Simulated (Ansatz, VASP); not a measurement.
# As: VASP beside Ansatz

```
As
1.0
     3.57162    0.00000    0.00000
    -1.78581    3.09312    0.00000
     0.00000    0.00000   28.57424
As
2
Direct
  0.33333 0.66667 0.47555
  0.66667 0.33333 0.52445
```

Alike in both runs: functional PBE; dispersion D3(BJ); k mesh 9 × 9 × 1; occupations gaussian, width 0.02 eV; no spin polarisation.

Ansatz relaxed the structure, and its values are those at the end. VASP's run is a single point on that final structure, the one shown.

|  | VASP | Ansatz |
| --- | --- | --- |
| version | VASP 6.6.1 | Ansatz 0.2.0 |
| potentials or method | VASP PAW PBE potentials, release 64 (As) | scalar-relativistic, plane waves, PAW |
| plane-wave cutoff (eV) | 520 | 420 |
| valence electrons in the cell | 10 | 30 |

Ansatz gave:

* gap on the k mesh at the Fermi level (eV): 1.55
* least direct gap on the mesh (eV): 2.05
* rms of the force components (eV/Å): 0.000

Question: Which values does VASP return?

Answer: gap on the k mesh at the Fermi level (eV): 1.55; least direct gap on the mesh (eV): 2.03; rms of the force components (eV/Å): 0.053.

The two sets of potentials don't hold the same shells in valence.

A hybrid or GW would open this gap; PBE tends to underestimate it.
